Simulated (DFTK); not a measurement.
# Pt under changes of volume

One of the cells (15.080 Å³/atom); the others are scaled copies at fixed shape and fractional positions:

```xyz
1
Lattice="0.0000 1.9609 1.9609 1.9609 0.0000 1.9609 1.9609 1.9609 0.0000" Properties=species:S:1:pos:R:3 pbc="T T T"
Pt    0.0000    0.0000    0.0000
```

| Item | Value |
| --- | --- |
| Program | DFTK 0.8.2 |
| Functional | PBEsol |
| Potentials or basis | dojo.nc.sr.pbesol.v0_4_1.standard.upf (PBEsol) |
| Cutoff | 1143 eV |
| k mesh | 12 × 12 × 12 |
| Occupations | fermi-dirac, width 0.05 eV |
| Spin | no spin polarisation |

```tsv
volume (Å³/atom)	energy over the lowest point (meV/atom)	pressure (GPa)
14.175	?	?
14.477	18.50	11.6
14.778	3.24	4.8
15.080	0.00	-1.2
15.381	7.37	-6.5
15.683	24.09	-11.1
15.985	49.05	-15.2
```

Question: What does the run at 14.175 Å³/atom give?

Answer: Energy over the lowest point 47.36 meV/atom; pressure 19.3 GPa.

Worked out: A Birch-Murnaghan fit of order 3 (a polynomial in V^(-2/3)) to the other rows has its minimum at 15.02 Å³/atom with B0 = V·E''(V) = 288 GPa and B' = 5.4. It gives 47.53 meV/atom at 14.175 Å³/atom, against the run's 47.36, and -dE/dV = 19.4 GPa, against 19.3.

Energies are extrapolated to zero smearing.
